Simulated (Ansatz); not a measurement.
# ZrSe2: the cost of one run

Computed with Ansatz 0.2.0 (DFT PBE, scalar-relativistic, plane waves, PAW, unless a step's input says otherwise).

1 further run of the same task is left out (it didn't finish).

## 1. The starting structure

Symmetry: P-3m1, No. 164, trigonal system. Conventional cell: a = 3.799 Å, b = 3.799 Å, c = 30.152 Å, α = 90.00°, β = 90.00°, γ = 120.00°. Around Zr (site symmetry -3m) lie 6 Se at 2.70 Å. Se (site symmetry 3m) has 3 Zr at 2.70 Å as nearest neighbours.

Coordinates:

```
Zr Se
1.0
     3.79916    0.00000    0.00000
    -1.89958    3.29017    0.00000
     0.00000    0.00000   30.15179
Zr Se
1 2
Cartesian
  0.0000 0.0000 9.0000
  1.8996 1.0967 7.4178
  0.0000 2.1934 10.5822
```

The cell was relaxed beforehand at this level, from a generated guess; it needn't be the stable form of this composition. At a tolerance of 0.02 Å it has layer group p-3m1 (No. 72); it has 4.17 Å²/atom, an uncorrected energy of -1.36 eV/atom over the elements.

Only a and b are periodic; c spans vacuum, so the box's volume, pressure and space group aren't properties of the sheet.

## 2. Electronic structure at the relaxed geometry

input.yaml

```yaml
crystal:
  lattice:
    - [3.7991635594, -2.8e-09, 0.0]
    - [-1.8995817773, 3.290172157, 0.0]
    - [0.0, 0.0, 30.15178672]
  atoms:
    - { symbol: Zr, position: [0.0, 0.0, 0.2984897739] }
    - { symbol: Se, position: [0.6666666667, 0.3333333333, 0.2460144628] }
    - { symbol: Se, position: [0.3333333333, 0.6666666667, 0.350965085] }
  periodic: [true, true, false]
basis:
  ecutwfc: 420
kpoints:
  mp_grid: { grid: [12, 12, 1] }
  band_path:
    path:
      - [0.0, 0.0, 0.0]
      - [0.5, 0.0, 0.0]
      - [0.33333333, 0.33333333, 0.0]
      - [0.0, 0.0, 0.0]
    npoints: 14
hamiltonian:
  xc: pbe
scf:
  occupations: { method: gaussian, width: 0.02 }
  n_extra_bands: 7
output:
  forces: true
  stress: true
  eigenvalues: true
  populations: true
  dos: { projected: true, de: 0.02, nscf_kmesh: { grid: [18, 18, 1] } }
  bader: true
  write_density: true
  write_potential: true
  elf: true
  volumetric_format: npy
```

The run is started by

```
$ ansatz run input.yaml --threads 1 --pin off --max-ram 2048MiB --backend cpu --events-out ev --progress --plain --runs-dir out
```

**Question.** How long does this run take on 1 thread of Arm Neoverse V1, shared host, and how much memory does it need?

About 68 s, with a peak of 0.65 GiB.
